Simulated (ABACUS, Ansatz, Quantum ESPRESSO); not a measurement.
**One calculation of KCl, 3 ways**

```
K Cl
1.0
     0.00000    3.14647    3.14647
     3.14647    0.00000    3.14647
     3.14647    3.14647    0.00000
K Cl
1 1
Direct
  0.00000 0.00000 0.00000
  0.50000 0.50000 0.50000
```

Alike in all runs: task single point; functional PBE; k mesh 6 × 6 × 6; occupations fermi-dirac, width 0.05 eV; no spin polarisation; no spin-orbit coupling. Pressure is positive in compression and, in plane waves, holds the error of the finite cutoff, which Ansatz's Pulay term estimates and takes out.

```tsv
program and potentials	plane-wave cutoff (eV)	notes	band gap (eV)	pressure (GPa)
ABACUS, SG15 ONCV 1.2 PBE, plane waves	1007	-	?	?
Quantum ESPRESSO, PseudoDojo 0.4.1 SR LDA stringent	980	potentials made for LDA	5.21	0.66
Ansatz, PAW datasets made for the crystal	220	-	5.19	0.76
```

**Question.** Estimate from the other rows what the run with ABACUS, SG15 ONCV 1.2 PBE, plane waves gave.

**Answer.** Band gap 5.19 eV; pressure 0.74 GPa. The other rows, which needn't bracket it: band gap 5.19 to 5.21; pressure 0.66 to 0.76.
